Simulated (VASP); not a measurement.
Set up this calculation in VASP 6.6.1, as the native input.

```yaml
Task: single point
Functional: LDA
Potentials_or_basis: VASP PAW LDA potentials, release 64 (Si)
Cutoff: 520 eV
k_mesh: 12 × 12 × 12
Occupations: gaussian, width 0.02 eV
Spin: no spin polarisation
Dipole_correction: no
Further_INCAR_settings: ALGO = Normal; EDIFF = 1e-07; NBANDS = 11
```

The structure of Si lies in POSCAR:

```
Si
1.0
    0.0000000000      2.7009735921      2.7009735921
    2.7009735921      0.0000000000      2.7009735921
    2.7009735921      2.7009735921      0.0000000000
Si
2
Direct
    0.5000000000      0.5000000000      0.5000000000
    0.7500000000      0.7500000000      0.7500000000
```

The input as run:

INCAR

```
SYSTEM = Si
  PREC = Accurate
  ENCUT = 520
  EDIFF = 1E-7
  ISMEAR = 0
  SIGMA = 0.02
  LREAL = .FALSE.
  LASPH = .TRUE.
  NELM = 100
  ALGO = Normal
  ISIF = 2
  LWAVE = .FALSE.
  LCHARG = .FALSE.
  NBANDS = 11
```

KPOINTS

```
regular mesh
0
G
  12 12 12
  0 0 0
```

Potentials or basis: VASP PAW LDA potentials, release 64 (Si).

The run is started by

```bash
$ cat potpaw_LDA.64/Si/POTCAR > POTCAR
$ mpirun -np 1 vasp_std > vasp.out
```

Results of the run:

```
Pressure               : 0.0 GPa
Band gap on the k mesh : 0.44 eV, indirect (least direct gap 2.53 eV)
```

Wall time 25 s on 1 thread of AMD EPYC 7R13 Processor (Zen 3), with other jobs on the host, peak memory 0.11 GiB.
